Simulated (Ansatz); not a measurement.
Lattice vibrations of AgBr at Γ

The calculation used Ansatz, DFT PBE, scalar-relativistic, plane waves, PAW. Settings: 420 eV plane-wave cutoff, Γ-centred 12×12×12 mesh, fixed occupations. No spin polarisation. Phonons by linear response, acoustic sum rule imposed.

The cell, relaxed at this level:
```
Ag Br
1.0
    -2.06543    2.06543    2.91960
     2.06543   -2.06543    2.91960
     2.06543    2.06543   -2.91960
Ag Br
1 1
Direct
  0.50000 0.50000 0.00000
  0.00000 0.00000 0.00000
```

The cell was found from a structure generator's guess, not taken from experiment.

(1) Is this structure stable against zone-centre distortions?

(2) List the optical modes at Γ without the LO field (i marks imaginary ones).

Results:

(1) Yes, at Γ: no optical mode is imaginary. Strains and other wave vectors aren't tested by this run.

(2)
| frequency (cm⁻¹) | degeneracy | IR intensity of the level ((D/Å)²/amu) |
| --- | --- | --- |
| 68 | 2 | 2.40 |
| 68 | 1 | 1.20 |
